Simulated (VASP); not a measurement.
Runs of VASP 6.6.1 on Si. The structure is hexagonal, space group P6_3/mmc (No. 194). Conventional cell: a = 2.620 Å, b = 2.620 Å, c = 8.687 Å, α = 90.00°, β = 90.00°, γ = 120.00°. Si (site symmetry -3m) is surrounded by 12 Si at 2.62 to 2.65 Å. Around Si (site symmetry -6m2) lie 12 Si at 2.62 to 2.65 Å. This isn't the form of Si at room conditions, which is diamond.

```csv
cell,k mesh,gap on the mesh (eV),pressure (GPa)
"P6_3/mmc, 12.91 Å³/atom",15 × 15 × 4,none,9.3
"P6_3/mmc, 12.35 Å³/atom",15 × 15 × 4,none,(a)
"P6_3/mmc, 14.04 Å³/atom",18 × 18 × 5,none,0.0
"P6_3/mmc, 14.6 Å³/atom",15 × 15 × 4,none,-3.3
```

Alike in all rows: task single point; level PBEsol; potentials or basis VASP PAW PBE potentials, release 64 (Si); no spin polarisation; cutoff (eV) 520; smearing fermi-dirac 0.1 eV.

Problem. Estimate the missing entries.

Solution. (a) 15.7.

Caveats: the PAW data sets were made with another functional, which shifts forces and pressure a little (some runs); so large a pressure means that the cell lies far from this level's equilibrium, or that cutoff or potentials fall short (some runs); the potentials were made for another functional, which shifts forces and pressure (some runs).

A gap of «none» marks a metal or a gap under the smearing width.
